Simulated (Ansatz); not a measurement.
# HfO2 (P2_1/c):Y_Hf, thermodynamic levels from a 96-atom cell

Aim: at which Fermi levels does Y_Hf in HfO2 (P2_1/c) change its charge? The model is a cell of 96 host atoms with 1 Hf taken out and 1 Y put in.

Program: Ansatz 0.2.0. Level of theory: place-levels on r2SCAN runs: charge-transition levels and formation energies with image-charge correction and potential alignment at the atomic sites; PAW set soft_1. Results are calculated unless marked as measured.

## Step 1: Starting point

The cell holds 96 atoms: 31 Hf, 64 O and 1 Y. Cell: a = 10.229 Å, b = 10.363 Å, c = 10.593 Å, α = 90.0°, β = 99.5°, γ = 90.0°. It derives from HfO2 (space group P2_1/c). Nearest the centre at fractional (0.638, 0.521, 0.604): Y88 at 0.00 Å, O93 at 2.04 Å, O22 at 2.05 Å, O68 at 2.14 Å, O84 at 2.14 Å, O91 at 2.16 Å, O53 at 2.24 Å, O90 at 2.25 Å.

Screening for the image-charge correction: ε∞ = principal values (4.68, 5.06, 5.10), ε0 = principal values (15.30, 19.46, 21.76), computed on the host (DFPT, PBEsol, on the r2SCAN cell), and a cell off the functional's own equilibrium shifts the ionic part.

The cell's shortest repeat is 10.2 Å.

## Step 2: What was run first

Levels follow from differences of total energies between charge states, each relaxed by itself.

Each atom starts 0.05 Å or so off its site in a random direction. Forces are taken at one point at (¼, ¼, ¼). The cell holds 1 electron more than the neutral one, with a uniform background that keeps it neutral on the whole.

The sampling was tested on the host first: at the k-points planned (1x1x1 shifted 0.25 0.25 0.25) its energy lies 0.000 eV an atom from the dense-mesh value, under the bound of 0.02 eV set for this test; that bounds the host's error, not the defect's.

One of the inputs; charge, spin and start change from state to state.

qm1.relax/input.yaml reads:

```yaml
crystal:
  lattice:
    - [10.22945049, 0.0, 0.00878192]
    - [0.0, 10.36262867, 0.0]
    - [-1.7504376, 0.0, 10.44767514]
  atoms:
    - { symbol: Hf, position: [0.13808867, 0.22908642, 0.35413071] }
    - { symbol: Hf, position: [0.36191133, 0.47908642, 0.39586929] }
    - { symbol: Hf, position: [0.36191133, 0.27091358, 0.14586929] }
    - { symbol: Hf, position: [0.13808867, 0.02091358, 0.10413071] }
    - { symbol: O, position: [0.22399849, 0.37118579, 0.48921096] }
    - { symbol: O, position: [0.27600151, 0.12118579, 0.26078904] }
    - { symbol: O, position: [0.27600151, 0.12881421, 0.01078904] }
    - { symbol: O, position: [0.22399849, 0.37881421, 0.23921096] }
    - { symbol: O, position: [0.03497133, 0.16673768, 0.17213161] }
    - { symbol: O, position: [0.46502867, 0.41673768, 0.07786839] }
    - { symbol: O, position: [0.46502867, 0.33326232, 0.32786839] }
    - { symbol: O, position: [0.03497133, 0.08326232, 0.42213161] }
    - { symbol: Hf, position: [0.13808867, 0.22908642, 0.85413071] }
    - { symbol: Hf, position: [0.36191133, 0.47908642, 0.89586929] }
    - { symbol: Hf, position: [0.36191133, 0.27091358, 0.64586929] }
    - { symbol: Hf, position: [0.13808867, 0.02091358, 0.60413071] }
    - { symbol: O, position: [0.22399849, 0.37118579, 0.98921096] }
    - { symbol: O, position: [0.27600151, 0.12118579, 0.76078904] }
    - { symbol: O, position: [0.27600151, 0.12881421, 0.51078904] }
    - { symbol: O, position: [0.22399849, 0.37881421, 0.73921096] }
    - { symbol: O, position: [0.03497133, 0.16673768, 0.67213161] }
    - { symbol: O, position: [0.46502867, 0.41673768, 0.57786839] }
    - { symbol: O, position: [0.46502867, 0.33326232, 0.82786839] }
    - { symbol: O, position: [0.03497133, 0.08326232, 0.92213161] }
    - { symbol: Hf, position: [0.13808867, 0.72908642, 0.35413071] }
    - { symbol: Hf, position: [0.36191133, 0.97908642, 0.39586929] }
    - { symbol: Hf, position: [0.36191133, 0.77091358, 0.14586929] }
    - { symbol: Hf, position: [0.13808867, 0.52091358, 0.10413071] }
    - { symbol: O, position: [0.22399849, 0.87118579, 0.48921096] }
    - { symbol: O, position: [0.27600151, 0.62118579, 0.26078904] }
    - { symbol: O, position: [0.27600151, 0.62881421, 0.01078904] }
    - { symbol: O, position: [0.22399849, 0.87881421, 0.23921096] }
    - { symbol: O, position: [0.03497133, 0.66673768, 0.17213161] }
    - { symbol: O, position: [0.46502867, 0.91673768, 0.07786839] }
    - { symbol: O, position: [0.46502867, 0.83326232, 0.32786839] }
    - { symbol: O, position: [0.03497133, 0.58326232, 0.42213161] }
    - { symbol: Hf, position: [0.13808867, 0.72908642, 0.85413071] }
    - { symbol: Hf, position: [0.36191133, 0.97908642, 0.89586929] }
    - { symbol: Hf, position: [0.36191133, 0.77091358, 0.64586929] }
    - { symbol: Hf, position: [0.13808867, 0.52091358, 0.60413071] }
    - { symbol: O, position: [0.22399849, 0.87118579, 0.98921096] }
    - { symbol: O, position: [0.27600151, 0.62118579, 0.76078904] }
    - { symbol: O, position: [0.27600151, 0.62881421, 0.51078904] }
    - { symbol: O, position: [0.22399849, 0.87881421, 0.73921096] }
    - { symbol: O, position: [0.03497133, 0.66673768, 0.67213161] }
    - { symbol: O, position: [0.46502867, 0.91673768, 0.57786839] }
[... 2 lines left out ...]
    - { symbol: Hf, position: [0.63808867, 0.22908642, 0.35413071] }
    - { symbol: Hf, position: [0.86191133, 0.47908642, 0.39586929] }
    - { symbol: Hf, position: [0.86191133, 0.27091358, 0.14586929] }
    - { symbol: Hf, position: [0.63808867, 0.02091358, 0.10413071] }
[... 8 lines left out ...]
    - { symbol: Hf, position: [0.63808867, 0.22908642, 0.85413071] }
    - { symbol: Hf, position: [0.86191133, 0.47908642, 0.89586929] }
    - { symbol: Hf, position: [0.86191133, 0.27091358, 0.64586929] }
    - { symbol: Hf, position: [0.63808867, 0.02091358, 0.60413071] }
[... 8 lines left out ...]
    - { symbol: Hf, position: [0.63808867, 0.72908642, 0.35413071] }
    - { symbol: Hf, position: [0.86191133, 0.97908642, 0.39586929] }
    - { symbol: Hf, position: [0.86191133, 0.77091358, 0.14586929] }
    - { symbol: Hf, position: [0.63808867, 0.52091358, 0.10413071] }
[... 8 lines left out ...]
    - { symbol: Hf, position: [0.63808867, 0.72908642, 0.85413071] }
    - { symbol: Hf, position: [0.86191133, 0.97908642, 0.89586929] }
    - { symbol: Hf, position: [0.86191133, 0.77091358, 0.64586929] }
    - { symbol: "Y", position: [0.63808867, 0.52091358, 0.60413071] }
    - { symbol: O, position: [0.72399849, 0.87118579, 0.98921096] }
    - { symbol: O, position: [0.77600151, 0.62118579, 0.76078904] }
    - { symbol: O, position: [0.77600151, 0.62881421, 0.51078904] }
    - { symbol: O, position: [0.72399849, 0.87881421, 0.73921096] }
    - { symbol: O, position: [0.53497133, 0.66673768, 0.67213161] }
    - { symbol: O, position: [0.96502867, 0.91673768, 0.57786839] }
    - { symbol: O, position: [0.96502867, 0.83326232, 0.82786839] }
    - { symbol: O, position: [0.53497133, 0.58326232, 0.92213161] }
  host:
    repeats: [2, 2, 2]
    atoms:
      - { symbol: Hf, position: [0.27617734, 0.45817284, 0.70826142] }
      - { symbol: Hf, position: [0.72382266, 0.95817284, 0.79173858] }
      # ... 10 more atoms of the perfect host
total_charge: -1
basis:
  ecutwfc: 500
  xc_grid: 2
hamiltonian:
  xc: r2scan
  pseudopotentials: { kind: paw, azcp: { folder: soft_1 } }
kpoints:
  mp_grid: { grid: [1, 1, 1], shift: [0.25, 0.25, 0.25] }
scf:
  occupations: { method: fixed }
  max_iter: 80
output:
  forces: true
  charged_corrections:
    epsilon: [[5.04, 0.0, 0.14], [0.0, 5.06, 0.0], [0.14, 0.0, 4.74]]
    static_epsilon: [[21.35, 0.0, 1.58], [0.0, 19.46, 0.0], [1.58, 0.0, 15.71]]
    defect_position: [0.638089, 0.520914, 0.604131]
relax:
  f_tol: 0.02
  max_steps: 80
  random_displacement: { amplitude: 0.05, seed: 9810 }
checkpoint:
  write: "../qm1.relax.run"
  compress: false
  write_wavefunctions: true
  write_every: 100000
```

Command:

```sh
$ ansatz run input.yaml --threads 32 --pin off --max-ram 56524MiB --backend cuda --events-out ev --progress --plain --runs-dir out --max-vram 78GiB
```

The relaxed structure is kept and the sampling changed to a 2×2×2 shifted mesh.

The run of this state that the levels use, under r2SCAN:

qm1.point/input.yaml reads:

```yaml
crystal:
  checkpoint: "../qm1.relax.run"
  host: checkpoint
total_charge: -1
basis:
  ecutwfc: 500
  xc_grid: 2
hamiltonian:
  xc: r2scan
  pseudopotentials: { kind: paw, azcp: { folder: soft_1 } }
kpoints:
  mp_grid: { grid: [2, 2, 2], shift: [0.5, 0.5, 0.5] }
scf:
  occupations: { method: fermi_dirac, width: 0.01 }
  max_iter: 80
output:
  forces: true
  eigenvalues: true
  charged_corrections:
    epsilon: [[5.04, 0.0, 0.14], [0.0, 5.06, 0.0], [0.14, 0.0, 4.74]]
    static_epsilon: [[21.35, 0.0, 1.58], [0.0, 19.46, 0.0], [1.58, 0.0, 15.71]]
    defect_position: [0.638089, 0.520914, 0.604131]
  eigenstates: { localisation: true }
  populations: true
  band_densities: [{ bands: [v1, v1] }, { bands: [c1, c1] }]
  write_density: true
  write_potential: true
  volumetric_format: npy
  elf: true
checkpoint:
  read: "../qm1.relax.run"
  write: "../qm1.point.run"
  compress: false
  write_wavefunctions: false
  write_every: 100000
```

Relaxations under r2SCAN at one point at (¼, ¼, ¼); times on 1 × NVIDIA GB200 with 32 threads of Arm Neoverse V2, shared host:

| charge | moment (μB) | occupations | outcome | steps | largest displacement against the far atoms (Å) | time |
| --- | --- | --- | --- | --- | --- | --- |
| −1 | 0 | fixed | converged | 6 | 0.14 | 8.8 s |
| 0 | 1 | fixed | converged | 6 | 0.13 | 14 s |
| +1 | 0 | fixed | converged | 6 | 0.13 | 11 s |
| +1 | 2 | fixed | converged | 8 | 0.14 | 20 s |

Single points under r2SCAN at a 2×2×2 shifted mesh; times on 1 × NVIDIA GB200 with 32 threads of Arm Neoverse V2, shared host:

```csv
charge,moment (μB),occupations,outcome,time
−1,0,fermi-dirac,converged,6.4 s
0,1,fermi-dirac,converged,16 s
+1,0,fermi-dirac,converged,7.5 s
+1,2,fermi-dirac,converged,17 s
```

Distances (Å) from Y88 to the nearest atoms after relaxation with r2SCAN:

```
charge  moment (μB)      1.      2.      3.      4.      5.      6.
    −1            0  O 2.16  O 2.17  O 2.24  O 2.28  O 2.30  O 2.32
     0            1  O 2.17  O 2.18  O 2.23  O 2.29  O 2.29  O 2.31
    +1            0  O 2.16  O 2.18  O 2.23  O 2.29  O 2.29  O 2.31
    +1            2  O 2.16  O 2.18  O 2.24  O 2.29  O 2.29  O 2.31
```

[end of part 1 of 2]

[Logs are printed without paths, hosts, clocks, repeated set-up lines and the standing remarks that a program may print on its own settings, such as how far it seeks lower states.]

[Hosts, paths, dates, database ids (printed as entryN), source tags and the programs' standing remarks are cut or masked in the printed files.]

[Where a table of states has a column of steps, it counts the stored structures, which are thinned; the runs took as many ionic steps or more.]

[A defect's name tells the site on which it was built; relaxed atoms can leave that site.]

[For some hosts the program warned that the k-mesh of the response run may be too coarse for force constants and the static dielectric constant; such warnings are not shown here.]
